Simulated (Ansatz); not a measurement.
`COC(C)(C)C` + `O[SiH2][SiH](O)F` → `CO[SiH2][SiH](O)F` + `CC(C)(C)O`  (substitution at a C–O bond)

Gas-phase electronic energies from Ansatz, PBE0-D4/def2-TZVP geometries. CCSD(T)/CBS adds triple-zeta CCSD(T) − MP2 to the extrapolated MP2 energy (def2 sets, frozen cores). Functionals use def2-TZVPP. B3LYP here is the variant with VWN-RPA as its local correlation; programs differ in this. One conformer a species, not always the lowest.

| level | ΔE (kcal/mol) | difference from CCSD(T)/CBS |
| --- | --- | --- |
| PBE-D4 | 1.7 | 0.2 |
| r2SCAN-D4 | 1.8 | 0.3 |
| PBE0-D4 | 1.4 | -0.1 |
| B3LYP-D4 | 1.1 | -0.4 |
| ωB97X-V | 1.3 | -0.2 |
| ωB97M-V | 1.6 | 0.1 |
| B2PLYP | 0.6 | -0.9 |
| PBE | 0.9 | -0.6 |
| r2SCAN | 1.5 | 0.0 |
| PBE0 | 0.7 | -0.8 |
| B3LYP | -0.2 | -1.7 |
| HF/def2-TZVPP | -1.8 | -3.3 |
| MP2/def2-TZVPP | 1.9 | 0.4 |
| SCS-MP2/def2-TZVPP | 1.1 | -0.4 |
| CCSD/def2-TZVPP | 1.0 | -0.5 |
| CCSD(T)/def2-TZVPP | 1.5 | 0.0 |
| HF/def2-QZVPP | -1.9 | -3.4 |
| MP2/def2-QZVPP | 1.8 | 0.3 |
| SCS-MP2/def2-QZVPP | 1.0 | -0.5 |
| HF/CBS(def2) | -2.0 | -3.5 |
| MP2/CBS(def2) | 1.9 | 0.4 |
| CCSD/CBS(def2) | 0.9 | -0.6 |
| CCSD(T)/CBS | 1.5 | 0 |

Largest T1 diagnostic among the species: 0.012.

In def2-TZVPP, CCSD(T) changes the Hartree–Fock value by +3.3 kcal/mol (the triples alone add +0.6 kcal/mol) and MP2 by +3.7 kcal/mol. The D4 term adds +1.2 kcal/mol with B3LYP and +0.7 kcal/mol with PBE0; it sums over pairs of atoms, weighted by their polarisabilities, and B3LYP, whose exchange is more repulsive, gets the larger term.

CCSD(T)/CBS has its own doubt, a few kJ/mol and more with outer-core shells, so smaller differences from it don't rank the levels.
